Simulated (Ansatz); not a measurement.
Born–Oppenheimer molecular dynamics of a periodic cell of 60 atoms, H$_{19}$C$_{41}$ (surface C(100)-2x1, underside capped with H, adsorbate CH3). It goes on from the last frame of an earlier run, with new velocities.

The calculation used DFT PBE, scalar-relativistic, plane waves, PAW (Ansatz). Settings: accuracy low, PAW set soft_1, cutoff 420 eV, k mesh 2x1x1, fermi-dirac smearing 0.02 eV, spin collinear.

```
ensemble                      : NVE (velocity Verlet)
time step                     : 0.75 fs
steps asked                   : 60
starting velocities drawn for : 750 K
atoms held                    : 1 to 32
seed                          : 848277
```

First frame:

```xyz
60
Lattice="5.0487 0.0000 0.0000 0.0000 10.0975 0.0000 0.0000 0.0000 17.1647" Properties=species:S:1:pos:R:3
H 2.160 0.000 1.000
H 0.365 0.000 1.000
H 4.684 0.000 1.000
H 2.889 0.000 1.000
H 2.160 2.524 1.000
H 0.365 2.524 1.000
H 4.684 2.524 1.000
H 2.889 2.524 1.000
H 2.160 5.049 1.000
H 0.365 5.049 1.000
H 4.684 5.049 1.000
H 2.889 5.049 1.000
H 2.160 7.573 1.000
H 0.365 7.573 1.000
H 4.684 7.573 1.000
H 2.889 7.573 1.000
C 1.262 0.000 1.635
C 3.787 0.000 1.635
C 1.262 2.524 1.635
C 3.787 2.524 1.635
C 1.262 5.049 1.635
C 3.787 5.049 1.635
C 1.262 7.573 1.635
C 3.787 7.573 1.635
C 1.262 1.262 2.527
C 3.787 1.262 2.527
C 1.262 3.787 2.527
C 3.787 3.787 2.527
C 1.262 6.311 2.527
C 3.787 6.311 2.527
C 1.262 8.835 2.527
C 3.787 8.835 2.527
C -0.013 1.273 3.346
C 2.506 1.261 3.296
C 0.001 3.768 3.534
C 2.543 3.784 3.524
C 0.035 6.318 3.328
C 2.550 6.275 3.369
C -0.010 8.851 3.512
C 2.464 8.812 3.510
C 0.008 0.049 4.392
C 2.516 0.075 4.386
C -0.003 2.399 4.382
C 2.497 2.381 4.326
C -0.012 5.105 4.368
C 2.501 5.097 4.352
C -0.001 7.503 4.390
C 2.531 7.446 4.323
C 1.211 0.548 5.089
C 3.845 0.538 5.069
C 1.249 1.933 5.104
C 3.771 1.924 5.061
C 1.232 5.470 5.141
C 3.766 5.551 4.998
C 1.271 7.088 5.202
C 3.774 6.950 5.005
C 1.411 7.804 6.575
H 0.633 7.431 7.252
H 2.397 7.427 7.014
H 1.394 8.853 6.553
```

What does the run give?

All steps were run.

```json
{
 "steps done": "60",
 "time covered": "45 fs",
 "mean temperature over the second half": "529 K",
 "spread of the potential energy over the second half": "2.7 meV per atom",
 "mean potential energy of the second half above the start": "13.4 meV per atom"
}
```

The conserved energy stayed within 0.12 meV per atom of its start (net change 0.00092 meV per atom), so the integration is sound. A run of 0.045 ps of so small a system gives no equilibrium averages. Limits of this set-up: coarse k mesh, thin slab, slab without dipole correction, low accuracy level.

What happens to the structure?

Mean squared displacements from the first frame to the last: H 0.02 Å², C 0.01 Å². This is one draw of velocities; another would differ in detail.

How do temperature and energy run in time?


```json
{"time (fs)": "0", "T (K)": "750", "potential energy less start (eV)": "0.000", "conserved less start (meV/atom)": "0.00"}
{"time (fs)": "2.25", "T (K)": "721", "potential energy less start (eV)": "0.104", "conserved less start (meV/atom)": "-0.04"}
{"time (fs)": "4.5", "T (K)": "547", "potential energy less start (eV)": "0.738", "conserved less start (meV/atom)": "0.07"}
{"time (fs)": "6.75", "T (K)": "398", "potential energy less start (eV)": "1.277", "conserved less start (meV/atom)": "0.07"}
{"time (fs)": "9", "T (K)": "319", "potential energy less start (eV)": "1.565", "conserved less start (meV/atom)": "0.11"}
{"time (fs)": "11.25", "T (K)": "389", "potential energy less start (eV)": "1.309", "conserved less start (meV/atom)": "0.07"}
{"time (fs)": "13.5", "T (K)": "500", "potential energy less start (eV)": "0.903", "conserved less start (meV/atom)": "-0.01"}
{"time (fs)": "15.75", "T (K)": "526", "potential energy less start (eV)": "0.810", "conserved less start (meV/atom)": "0.02"}
{"time (fs)": "18", "T (K)": "494", "potential energy less start (eV)": "0.929", "conserved less start (meV/atom)": "0.02"}
{"time (fs)": "20.25", "T (K)": "413", "potential energy less start (eV)": "1.225", "conserved less start (meV/atom)": "0.08"}
{"time (fs)": "22.5", "T (K)": "408", "potential energy less start (eV)": "1.242", "conserved less start (meV/atom)": "0.08"}
{"time (fs)": "24.75", "T (K)": "463", "potential energy less start (eV)": "1.043", "conserved less start (meV/atom)": "0.04"}
{"time (fs)": "27", "T (K)": "525", "potential energy less start (eV)": "0.817", "conserved less start (meV/atom)": "0.04"}
{"time (fs)": "29.25", "T (K)": "577", "potential energy less start (eV)": "0.628", "conserved less start (meV/atom)": "0.02"}
{"time (fs)": "31.5", "T (K)": "572", "potential energy less start (eV)": "0.647", "conserved less start (meV/atom)": "0.05"}
{"time (fs)": "33.75", "T (K)": "563", "potential energy less start (eV)": "0.679", "conserved less start (meV/atom)": "0.03"}
{"time (fs)": "36", "T (K)": "524", "potential energy less start (eV)": "0.821", "conserved less start (meV/atom)": "0.06"}
{"time (fs)": "38.25", "T (K)": "507", "potential energy less start (eV)": "0.882", "conserved less start (meV/atom)": "0.05"}
{"time (fs)": "40.5", "T (K)": "526", "potential energy less start (eV)": "0.814", "conserved less start (meV/atom)": "0.05"}
{"time (fs)": "42.75", "T (K)": "551", "potential energy less start (eV)": "0.722", "conserved less start (meV/atom)": "0.05"}
{"time (fs)": "45", "T (K)": "578", "potential energy less start (eV)": "0.624", "conserved less start (meV/atom)": "0.00"}
```

The run took 27 min on 2 threads of Arm Neoverse V2 (shared host), peak memory 1.9 GiB.
